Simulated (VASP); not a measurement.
**NaCl (rocksalt), PBE single-point calculation: VASP's output and Ansatz's**

POSCAR

```
Na Cl
 1.0000000000000000
    -0.0000000000000000    2.8026988391075913    2.8026988391075913
     2.8026988391075913   -0.0000000000000000    2.8026988391075913
     2.8026988391075913    2.8026988391075913   -0.0000000000000000
 Na  Cl
   1   1
Cartesian
 -0.0000000000000000 -0.0000000000000000 -0.0000000000000000
  2.8026988391075909  2.8026988391075909  2.8026988391075909
```

VASP ran with the recommended PBE PAW datasets (14 valence electrons in the cell).

From OUTCAR

```
k-points           NKPTS =     29   k-points in BZ     NKDIM =     29   number of bands    NBANDS=     14

   NELECT =      14.0000    total number of electrons

   dimension x,y,z NGX =    30 NGY =   30 NGZ =   30
   dimension x,y,z NGXF=    60 NGYF=   60 NGZF=   60

  energy-cutoff  :      520.00
  volume of cell :       44.03
      direct lattice vectors                 reciprocal lattice vectors
     0.000000000  2.802698839  2.802698839    -0.178399474  0.178399474  0.178399474
     2.802698839  0.000000000  2.802698839     0.178399474 -0.178399474  0.178399474
     2.802698839  2.802698839  0.000000000     0.178399474  0.178399474 -0.178399474

 k-points in reciprocal lattice and weights: KPOINTS created by Atomic Simulation Env
   0.00000000  0.00000000  0.00000000       0.002
   0.12500000  0.00000000  0.00000000       0.016
   0.25000000  0.00000000  0.00000000       0.016
   0.37500000  0.00000000  0.00000000       0.016
   0.50000000  0.00000000  0.00000000       0.008
   0.12500000  0.12500000  0.00000000       0.012
   0.25000000  0.12500000  0.00000000       0.047
   0.37500000  0.12500000  0.00000000       0.047
   ...

 E-fermi :  -0.1499

 k-point     1 :       0.0000    0.0000    0.0000
  band No.  band energies     occupation
      1     -21.4066      2.00000
      2     -21.4066      2.00000
      3     -21.4066      2.00000
      4     -13.3247      2.00000
      5      -0.6238      2.00000
      6      -0.6238      2.00000
      7      -0.6238      2.00000
      8       4.5560      0.00000
      9      10.5156      0.00000
     10      10.5156      0.00000
     11      10.5156      0.00000
     12      12.7003      0.00000
     13      12.7003      0.00000
     14      14.3386      0.00000

 k-point     2 :       0.1250    0.0000    0.0000
  band No.  band energies     occupation
      1     -21.4114      2.00000
      2     -21.4070      2.00000
      3     -21.4070      2.00000
      4     -13.2751      2.00000
      5      -1.0025      2.00000
      6      -0.6660      2.00000
      7      -0.6660      2.00000
      8       5.0592      0.00000
      9       9.9771      0.00000
     10      10.7125      0.00000
     11      10.7125      0.00000
     12      12.4452      0.00000
     13      12.4452      0.00000
     14      15.2740      0.00000

 k-point     3 :       0.2500    0.0000    0.0000
  band No.  band energies     occupation
      1     -21.4227      2.00000
      2     -21.4078      2.00000
      3     -21.4078      2.00000
      4     -13.1520      2.00000
      5      -1.7508      2.00000
      6      -0.7648      2.00000
      7      -0.7648      2.00000
      8       6.0367      0.00000
      9       9.4367      0.00000
     10      10.8127      0.00000
     11      10.8127      0.00000
     12      12.6675      0.00000
     13      12.6675      0.00000
     14      15.1416      0.00000

 k-point     4 :       0.3750    0.0000    0.0000
  band No.  band energies     occupation
      1     -21.4339      2.00000
      2     -21.4086      2.00000
      3     -21.4086      2.00000
      4     -13.0235      2.00000
      5      -2.3698      2.00000
      6      -0.8594      2.00000
      7      -0.8594      2.00000
      8       6.5971      0.00000
      9       9.7337      0.00000
     10      10.5314      0.00000
     11      10.5314      0.00000
     12      14.0353      0.00000
     13      14.0353      0.00000
     14      14.6120      0.00000

 k-point     5 :       0.5000    0.0000    0.0000
  band No.  band energies     occupation
      1     -21.4385      2.00000
      2     -21.4089      2.00000
      3     -21.4089      2.00000
      4     -12.9686      2.00000
      5      -2.6029      2.00000
      6      -0.8974      2.00000
      7      -0.8974      2.00000
      8       6.6833      0.00000
      9      10.1532      0.00000
     10      10.3944      0.00000
     11      10.3944      0.00000
     12      14.4865      0.00000
     13      15.6229      0.00000
     14      15.6229      0.00000

 k-point     6 :       0.1250    0.1250    0.0000
  band No.  band energies     occupation
      1     -21.4111      2.00000
      2     -21.4079      2.00000
      3     -21.4079      2.00000
      4     -13.2599      2.00000
      5      -1.0257      2.00000
      6      -0.7241      2.00000
      7      -0.7241      2.00000
      8       5.2242      0.00000
      9       9.6836      0.00000
     10      10.8918      0.00000
     11      10.8918      0.00000
     12      11.7375      0.00000
     13      12.9179      0.00000
     14      15.7347      0.00000

 ...

  Total        0.3405379      0.3405379      0.3405379      0.0000000      0.0000000      0.0000000
  in kB       12.3912964     12.3912964     12.3912964      0.0000000      0.0000000      0.0000000
  external PRESSURE =      12.3912964 kB  Pullay stress =       0.0000000 kB

 POSITION                                       TOTAL-FORCE (eV/Angst)
 -----------------------------------------------------------------------------------
      0.00000      0.00000      0.00000        -0.000000     -0.000000     -0.000000
      2.80270      2.80270      2.80270         0.000000      0.000000      0.000000
 -----------------------------------------------------------------------------------
    total drift:                               -0.000000      0.000000      0.000000

  FREE ENERGIE OF THE ION-ELECTRON SYSTEM (eV)
  ---------------------------------------------------
  free  energy   TOTEN  =        -6.7694222638 eV

  energy  without entropy=       -6.7694222638  energy(sigma->0) =       -6.76942226
```

The two codes use different PAW datasets and cutoffs. VASP's cell holds 14 valence electrons and Ansatz's 16. Ansatz's stress includes a Pulay correction; VASP's doesn't.

Problem. What does Ansatz give for the same cell and level of theory?

Solution. gap between bands v and c 5.18 eV; least direct gap 5.18 eV; pressure 1.3 GPa.

Ansatz printed

```
SCF 1 converged in 7 iterations: F = -2569.546804 eV  dr2 = 5.63e-8
  greatest PAW one-centre occupation: 0.999 electrons in one spin orbital (limit 2), on the Na atom at site 0 (counted from 0), in its partial waves of l = 0
NSCF: frozen V_eff on 6 k-points
SCF converged after 7 iterations
Free energy (F): -2569.546804 eV
Harris-Foulkes:  -2569.546804 eV  (|F-HF|=4.07e-8)
Internal energy: -2569.546804 eV  (E = F + TS)
E sigma→0 (E₀):  -2569.546804 eV
Fermi energy:    3.853676 eV
--- Per-component energies (eV) ---
  E_band       = -232.300818
  E_kinetic    = 283.301514
  E_local      = -1520.663858  (includes V_loc(G=0)·N_el)
  E_nonlocal   = 143.614946
  E_hartree    = 535.855591
  E_xc         = -147.176264
  E_vxc        = -173.500496  (∫ρ·V_xc dr)
  E_paw        = -922.546241  (= ΣΔE_a)
  E_vpaw       = -36.767727  (= ΣTr[D̂ρ^β])
  E_aug_tail   = 0.000069  (compensation charges beyond the density's cutoff)
  E_ewald      = -941.932560
  E_smearing   = -0.000000  (= −TS)
  E_closure    = 0.000000  (closes the sum)
  Σ components = -2569.546804   (vs F -2569.546804, Δ=0.00e0)
--- Forces (eV/Å), atoms counted from 1 ---
  atom   1  Na    -0.00000000     0.00000000    -0.00000000
  atom   2  Cl     0.00000000    -0.00000000    -0.00000000
  max |Σ_I F_I| component: 8.20e-30 eV/Å
--- Stress (GPa, compression-positive) ---
        1.269399       0.000000       0.000000
        0.000000       1.269399       0.000000
       -0.000000       0.000000       1.269399
  P = ⅓ Tr σ = 1.2694 GPa (12.694 kbar)
--- Band table (eV; the first three rows and the last of 29) ---
  k-point 0: bands = ["-47.6272", "-19.5385", "-19.5385", "-19.5385", "-11.4511", "1.2471", "1.2471", "1.2471", "6.4267", "12.2969", "12.2969", "12.2969"]
  k-point 1: bands = ["-47.6270", "-19.5432", "-19.5388", "-19.5388", "-11.4020", "0.8686", "1.2049", "1.2049", "6.9296", "11.7816", "12.4906", "12.4906"]
  k-point 2: bands = ["-47.6267", "-19.5545", "-19.5396", "-19.5396", "-11.2799", "0.1212", "1.1062", "1.1062", "7.9042", "11.2662", "12.5867", "12.5867"]
  k-point 28: bands = ["-47.6260", "-19.5537", "-19.5537", "-19.5495", "-11.0312", "0.0256", "0.0256", "0.4717", "10.1199", "10.9658", "10.9658", "12.6491"]
```
